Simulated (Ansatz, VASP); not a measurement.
## Two plane-wave programs on CoO

```xyz
4
Lattice="1.6022 0.9250 5.1329 -1.6022 0.9250 5.1329 0.0000 -1.8501 5.1329" Properties=species:S:1:pos:R:3 pbc="T T T"
Co    0.0000    0.0000   15.3909
Co    0.0000    0.0000    7.6916
O     0.0000    0.0000    5.7822
O     0.0000    0.0000   13.4821
```

Measurements of this composition are mostly on another form, of space group No. 225.

Alike in both runs: task single point; functional PBEsol; k mesh 6 × 6 × 6; occupations gaussian, width 0.1 eV; collinear spin.

|  | VASP | Ansatz |
| --- | --- | --- |
| version | VASP 6.6.1 | Ansatz 0.2.0 |
| potentials or method | VASP PAW PBE potentials, release 64 (Co, O) | scalar-relativistic, plane waves, PAW |
| plane-wave cutoff (eV) | 520 | 420 |
| valence electrons in the cell | 30 | 46 |

```tsv
	VASP	Ansatz	Ansatz less VASP
gap on the k mesh at the Fermi level (eV)	none	none	-
pressure (GPa)	-10.0	-9.9	+0.15
largest component of the traceless stress (GPa)	1.30	1.42	+0.115
rms of the force components (eV/Å)	0.055	0.060	+0.0045
net moment per atom (μB)	0.00	0.00	0.000
size of the moment on the site where the two differ most (μB)	2.16	2.01	-0.153
```

Site moments also hang on the region over which each program counts them. Atom by atom the forces differ by 0.005 eV/Å (rms over components). A gap of «none» marks a metal or a gap that the smearing closes. The two sets of potentials don't hold the same shells in valence.

Caveats: the k mesh is coarse (spacing up to 0.38 Å⁻¹), so the values aren't converged; the PAW data sets were made with another functional, which shifts forces and pressure a little (VASP); semilocal functionals often make such compounds metallic where correlation or magnetic order opens a gap, which also shifts bond lengths.
